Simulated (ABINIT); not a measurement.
**A GW chain in ABINIT: AlN (P6_3mc)**

Wanted: ground state, empty states, screening and self-energy for AlN (P6_3mc).

Program: ABINIT 10.8.3. Level of theory: LDA and many-body steps on it, plane waves. Results are calculated unless marked as measured.

Report form: the programs' logs are mostly left out.

The database entry behind the starting cell differs from later determinations by our own check (inner coordinate u about 0.002 short), so it need not match the best structure at ambient conditions.

## Step 1: The structure

Symmetry: P6_3mc, No. 186, hexagonal system. The conventional cell has a = 3.113 Å, b = 3.113 Å, c = 4.981 Å, α = 90.00°, β = 90.00°, γ = 120.00°. Al has 4 N at 1.89 Å nearest. Nearest to N lie 4 Al at 1.89 Å. Farther neighbours and most contacts between anions are not listed.

The cell and positions come from the Crystallography Open Database and are kept as given unless a step says otherwise.

## Step 2: Ground state

This step: ABINIT 10.8.3; DFT, LDA, plane waves, norm-conserving pseudopotentials.

The ground-state density comes first.

run.abi reads:

```
acell 3*1.0 Angstrom
rprim 
  3.113000000011 -0.000000000003 0.000000000000
  -1.556500000003 2.695937081992 0.000000000000
  0.000000000000 0.000000000000 4.981000000000
ntypat 2
znucl 13 7
natom 4
typat 1 1 2 2
xred 
  0.333333333333 0.666666666667 0.000000000000
  0.666666666667 0.333333333333 0.500000000000
  0.333333333333 0.666666666667 0.380000000000
  0.666666666667 0.333333333333 0.880000000000
pp_dirpath "pseudos"
pseudos "Al.upf, N.upf"
ecut 36
ngkpt 6 6 4
nshiftk 1
shiftk 0 0 0
kptopt 1
chksymbreak 0
nband 14
occopt 1
tolvrs 1e-10
nstep 60
prtwf 0
optforces 0
optstress 0
indata_prefix "in"
outdata_prefix "out"
tmpdata_prefix "tmp"
```

Run with:

```console
$ OMP_NUM_THREADS=1 mpirun -n 4 abinit run.abi > log
```

The job ended after 7.3 s (4 MPI ranks of Arm Neoverse V2, shared host; peak memory 0.28 GiB).

This step gave:

```
total energy               : -698.9557 eV
gap                        : 4.255 eV
k of the valence top       : 0, 0, 0
k of the conduction bottom : 0, 0, 0
least direct gap           : 4.255 eV
```

The gap is direct, at Γ.

## Step 3: Bands along the symmetry lines

Levels along a band path, at the cheap level, show where the edges lie and whether the meshes to come will hold them.

run.abi reads:

```
acell 3*1.0 Angstrom
rprim 
  3.113000000011 -0.000000000003 0.000000000000
  -1.556500000003 2.695937081992 0.000000000000
  0.000000000000 0.000000000000 4.981000000000
ntypat 2
znucl 13 7
natom 4
typat 1 1 2 2
xred 
  0.333333333333 0.666666666667 0.000000000000
  0.666666666667 0.333333333333 0.500000000000
  0.333333333333 0.666666666667 0.380000000000
  0.666666666667 0.333333333333 0.880000000000
pp_dirpath "pseudos"
pseudos "Al.upf, N.upf"
ecut 36
iscf -2
irdden 1
kptopt 0
nkpt 75
kpt 
  0.00000000 0.00000000 0.00000000
  0.06250000 0.00000000 0.00000000
  0.12500000 0.00000000 0.00000000
  0.18750000 0.00000000 0.00000000
  0.25000000 0.00000000 0.00000000
  0.31250000 0.00000000 0.00000000
  0.37500000 0.00000000 0.00000000
  0.43750000 0.00000000 0.00000000
  0.50000000 0.00000000 0.00000000
  0.47916667 0.04166667 0.00000000
  0.45833333 0.08333333 0.00000000
  0.43750000 0.12500000 0.00000000
  0.41666666 0.16666666 0.00000000
  0.39583333 0.20833333 0.00000000
  0.37500000 0.25000000 0.00000000
  0.35416666 0.29166666 0.00000000
  0.33333333 0.33333333 0.00000000
  0.29166666 0.29166666 0.00000000
  0.25000000 0.25000000 0.00000000
  0.20833333 0.20833333 0.00000000
  0.16666666 0.16666666 0.00000000
  0.12500000 0.12500000 0.00000000
  0.08333333 0.08333333 0.00000000
  0.04166667 0.04166667 0.00000000
  0.00000000 0.00000000 0.00000000
  0.00000000 0.00000000 0.06250000
  0.00000000 0.00000000 0.12500000
  0.00000000 0.00000000 0.18750000
  0.00000000 0.00000000 0.25000000
  0.00000000 0.00000000 0.31250000
  0.00000000 0.00000000 0.37500000
  0.00000000 0.00000000 0.43750000
  0.00000000 0.00000000 0.50000000
  0.06250000 0.00000000 0.50000000
  0.12500000 0.00000000 0.50000000
  0.18750000 0.00000000 0.50000000
  0.25000000 0.00000000 0.50000000
  0.31250000 0.00000000 0.50000000
  0.37500000 0.00000000 0.50000000
  0.43750000 0.00000000 0.50000000
  0.50000000 0.00000000 0.50000000
  0.47916667 0.04166667 0.50000000
  0.45833333 0.08333333 0.50000000
  0.43750000 0.12500000 0.50000000
  0.41666666 0.16666666 0.50000000
  0.39583333 0.20833333 0.50000000
  0.37500000 0.25000000 0.50000000
  0.35416666 0.29166666 0.50000000
  0.33333333 0.33333333 0.50000000
  0.29166666 0.29166666 0.50000000
  0.25000000 0.25000000 0.50000000
  0.20833333 0.20833333 0.50000000
  0.16666666 0.16666666 0.50000000
  0.12500000 0.12500000 0.50000000
  0.08333333 0.08333333 0.50000000
  0.04166667 0.04166667 0.50000000
  0.00000000 0.00000000 0.50000000
  0.50000000 0.00000000 0.50000000
  0.50000000 0.00000000 0.43750000
  0.50000000 0.00000000 0.37500000
  0.50000000 0.00000000 0.31250000
  0.50000000 0.00000000 0.25000000
  0.50000000 0.00000000 0.18750000
  0.50000000 0.00000000 0.12500000
  0.50000000 0.00000000 0.06250000
  0.50000000 0.00000000 0.00000000
  0.33333333 0.33333333 0.50000000
  0.33333333 0.33333333 0.43750000
  0.33333333 0.33333333 0.37500000
  0.33333333 0.33333333 0.31250000
  0.33333333 0.33333333 0.25000000
  0.33333333 0.33333333 0.18750000
  0.33333333 0.33333333 0.12500000
  0.33333333 0.33333333 0.06250000
  0.33333333 0.33333333 0.00000000
istwfk *1
nband 19
nbdbuf 6
tolwfr 1e-07
nstep 50
prtwf 0
prtvol 0
indata_prefix "in"
outdata_prefix "out"
tmpdata_prefix "tmp"
```

Run time: 11 s. Hardware: 4 MPI ranks; peak memory 0.3 GiB; 42 s of CPU time.

This step gave:

```yaml
gap: 4.255 eV
k_of_the_valence_top: 0, 0, 0
k_of_the_conduction_bottom: 0, 0, 0
least_direct_gap: 4.255 eV
```

The gap is 4.255 eV, as in the run before at this level.

The electronic bands at the labelled points (eV, zero at the top of the highest filled band; v1 is the highest filled band, c1 the lowest empty one):

| point | v4 | v3 | v2 | v1 | c1 | c2 | c3 | c4 |
| --- | --- | --- | --- | --- | --- | --- | --- | --- |
| Γ | -0.84 | -0.18 | -0.18 | 0.00 | 4.25 | 6.56 | 10.47 | 11.00 |
| halfway | -2.43 | -1.55 | -0.44 | -0.38 | 6.16 | 7.52 | 7.98 | 9.89 |
| M | -3.36 | -2.08 | -1.79 | -0.66 | 5.70 | 5.72 | 8.11 | 10.17 |
| halfway | -3.11 | -3.01 | -1.88 | -1.51 | 5.42 | 7.04 | 8.79 | 9.96 |
| K | -3.79 | -2.44 | -2.40 | -2.40 | 4.95 | 8.26 | 9.59 | 9.59 |
| halfway | -3.35 | -1.68 | -0.87 | -0.60 | 6.80 | 7.36 | 8.46 | 9.00 |
| Γ | -0.84 | -0.18 | -0.18 | 0.00 | 4.25 | 6.56 | 10.47 | 11.00 |
| halfway | -0.74 | -0.74 | -0.28 | -0.28 | 5.18 | 6.69 | 10.14 | 10.97 |
| A | -0.52 | -0.52 | -0.52 | -0.52 | 6.43 | 6.43 | 10.17 | 10.17 |
| halfway | -1.60 | -1.60 | -1.02 | -1.02 | 6.46 | 6.46 | 9.37 | 9.37 |
| L | -1.45 | -1.45 | -1.36 | -1.36 | 5.23 | 5.23 | 9.14 | 9.14 |
| halfway | -2.75 | -2.75 | -0.93 | -0.93 | 6.09 | 6.09 | 9.10 | 9.10 |
| H | -3.87 | -3.87 | -0.79 | -0.79 | 7.33 | 7.33 | 7.77 | 7.77 |
| halfway | -1.82 | -1.82 | -1.21 | -1.21 | 6.65 | 6.65 | 9.36 | 9.36 |
| A | -0.52 | -0.52 | -0.52 | -0.52 | 6.43 | 6.43 | 10.17 | 10.17 |
| jump to L | -1.45 | -1.45 | -1.36 | -1.36 | 5.23 | 5.23 | 9.14 | 9.14 |
| halfway | -2.57 | -1.91 | -1.20 | -0.92 | 5.00 | 5.80 | 9.23 | 9.35 |
| M | -3.36 | -2.08 | -1.79 | -0.66 | 5.70 | 5.72 | 8.11 | 10.17 |
| jump to H | -3.87 | -3.87 | -0.79 | -0.79 | 7.33 | 7.33 | 7.77 | 7.77 |
| halfway | -4.46 | -2.94 | -1.48 | -1.48 | 5.79 | 8.12 | 8.59 | 8.59 |
| K | -3.79 | -2.44 | -2.40 | -2.40 | 4.95 | 8.26 | 9.59 | 9.59 |

## Step 4: Empty states on the mesh, 6×6×4 mesh, 775 bands

The sums over transitions need many empty states on a uniform mesh; this step solves for them.

run.abi reads:

```
acell 3*1.0 Angstrom
rprim 
  3.113000000011 -0.000000000003 0.000000000000
  -1.556500000003 2.695937081992 0.000000000000
  0.000000000000 0.000000000000 4.981000000000
ntypat 2
znucl 13 7
natom 4
typat 1 1 2 2
xred 
  0.333333333333 0.666666666667 0.000000000000
  0.666666666667 0.333333333333 0.500000000000
  0.333333333333 0.666666666667 0.380000000000
  0.666666666667 0.333333333333 0.880000000000
pp_dirpath "pseudos"
pseudos "Al.upf, N.upf"
ecut 36
ngkpt 6 6 4
nshiftk 1
shiftk 0 0 0
kptopt 1
chksymbreak 0
irdden 1
istwfk *1
nband 775
prtvol 0
optdriver 6
gwr_task "HDIAGO"
paral_kgb 0
occopt 1
indata_prefix "in"
outdata_prefix "out"
tmpdata_prefix "tmp"
```

Elapsed: 2.2 min, on 4 MPI ranks; peak memory 2.2 GiB; 8.6 min of CPU time.

This step gave:

```yaml
gap: 4.255 eV
k_of_the_valence_top: 0, 0, 0
k_of_the_conduction_bottom: 0, 0, 0
least_direct_gap: 4.255 eV
k_points_computed: 21
lowest_point_of_the_top_converged_band_above_the_valence_top: 381.3287 eV
```

On this mesh the gap is 4.255 eV.

## Step 5: Screening, 6×6×4 mesh, 360 bands, screening to 300.4 eV

The RPA dielectric matrix is built and inverted for each q.

This step: RPA screening on LDA, plane waves, norm-conserving pseudopotentials.

run.abi, as its differences from that of step 4:

```diff
@@ -22,10 +22,11 @@
 chksymbreak 0
-irdden 1
 istwfk *1
-nband 775
-prtvol 0
-optdriver 6
-gwr_task "HDIAGO"
-paral_kgb 0
 occopt 1
+irdwfk 1
+optdriver 3
+nband 360
+ecuteps 11.04
+inclvkb 2
+awtr 1
+symchi 1
 indata_prefix "in"
```

Elapsed: 16 min, on 4 MPI ranks; peak memory 3.8 GiB; 64 min of CPU time.

Numbers from this step:

| Property | Result |
| --- | --- |
| ε∞ with local fields, on this mesh, along the program's q direction | 4.281 |
| the same without local fields | 4.716 |
| plasma frequency | 22.97 eV |
| plane waves in the screening matrix | 513 |

Local fields lower ε∞ by 9 %.

## Step 6: Self-energy, 6×6×4 mesh, 360 bands, screening to 300.4 eV

The self-energy is evaluated for the states that the input lists, and the levels follow from it, in one-shot runs by the linearised quasiparticle equation.

This step: G0W0 on LDA, plane waves, norm-conserving pseudopotentials.

run.abi, as its differences from that of step 5:

```diff
@@ -25,8 +25,21 @@
 irdwfk 1
-optdriver 3
+optdriver 4
 nband 360
+gwcalctyp 0
+ecutsigx 36
+symsigma 1
+nkptgw 4
+kptgw 
+  0.0000000000 0.0000000000 0.0000000000
+  0.5000000000 0.0000000000 0.0000000000
+  0.0000000000 0.0000000000 0.5000000000
+  0.5000000000 0.0000000000 0.5000000000
+bdgw 
+  6 10
+  7 10
+  5 10
+  7 10
 ecuteps 11.04
-inclvkb 2
-awtr 1
-symchi 1
+irdscr 1
+ppmodel 1
 indata_prefix "in"
```

It took 8.2 min on 4 MPI ranks; peak memory 4.6 GiB; 33 min of CPU time.

This step gave:

| Item | Value |
| --- | --- |
| G0W0 gap on the mesh | 5.857 eV |
| starting gap on the mesh | 4.255 eV |
| k of the valence top | 0, 0, 0 |
| k of the conduction bottom | 0, 0, 0 |
| Z at the valence top | 0.784 |
| Z at the conduction bottom | 0.814 |
| least direct G0W0 gap on the computed points | 5.857 eV |

The gap on the mesh goes from 4.26 eV to 5.86 eV, a correction of +1.60 eV.

Limits: finite bands, cutoff and mesh. v1 is the top filled band, c1 the lowest empty one. Levels before and after the correction, in eV, zero at the valence-band top of each column:

|  | conduction bottom | valence top |
| --- | --- | --- |
| Kohn-Sham | 4.26 | 0.00 |
| G0W0 | 5.86 | 0.00 |

|  | level | energy (eV) |
| --- | --- | --- |
| Kohn-Sham | Γ v3-v2 | -0.178 |
| Kohn-Sham | Γ v1 | 0.000 |
| Kohn-Sham | Γ c1 | 4.255 |
| Kohn-Sham | Γ c2 | 6.563 |
| G0W0 | Γ v3-v2 | -0.198 |
| G0W0 | Γ v1 | 0.000 |
| G0W0 | Γ c1 | 5.857 |
| G0W0 | Γ c2 | 8.302 |

## Step 7: Where the time went

Times are wall times on 4 MPI ranks of Arm Neoverse V2, shared host, good to a factor of about two.

| step | time | share | memory (GiB) |
| --- | --- | --- | --- |
| ground state | 7.3 s | 0 % | 0.28 |
| bands along the symmetry lines | 11 s | 1 % | 0.3 |
| empty states on the mesh | 2.2 min | 8 % | 2.2 |
| screening | 16 min | 60 % | 3.8 |
| self-energy | 8.2 min | 31 % | 4.6 |

## Step 8: What came out

```
LDA gap              : 4.26 eV, direct
G0W0 gap on the mesh : 5.86 eV
GW settings          : 6×6×4 mesh, 360 bands, screening to 300.4 eV, Godby-Needs plasmon pole
known limits         : not at the basis limit
```

G0W0 moves the gap on the mesh from 4.26 eV to 5.86 eV (+1.60 eV), with Z of 0.78 and 0.81 at the edges. Local fields lower the RPA ε∞ on this mesh from 4.72 to 4.28. The dearest step here is «screening». Bands and cutoff are finite, so the gap is not at the basis limit. The miss can reach some tenths of an eV and take either sign; the mesh is an error of its own.

[Paths, hosts, dates, memory and timing lines, banners, echoed tables and standing remarks are left out of the program output.]

[Logs are printed without paths, hosts, clocks, repeated set-up lines and the standing remarks that a program may print on its own settings, such as how far it seeks lower states.]

[Runs of the session that timed out or met a known fault of the program may be left out.]

[Hosts, paths, dates, database ids (printed as entryN), source tags and the programs' standing remarks are cut or masked in the printed files.]

[G0W0 gaps are taken among the corrected bands and points alone; a level outside them can change the order at an edge.]

[Where Ansatz stands beside ABINIT at settings called matched, ABINIT's density can come from a denser mesh and the files from another edition; pairs whose starting gaps differed by over 0.03 eV were left out, so agreement reads better than it is.]
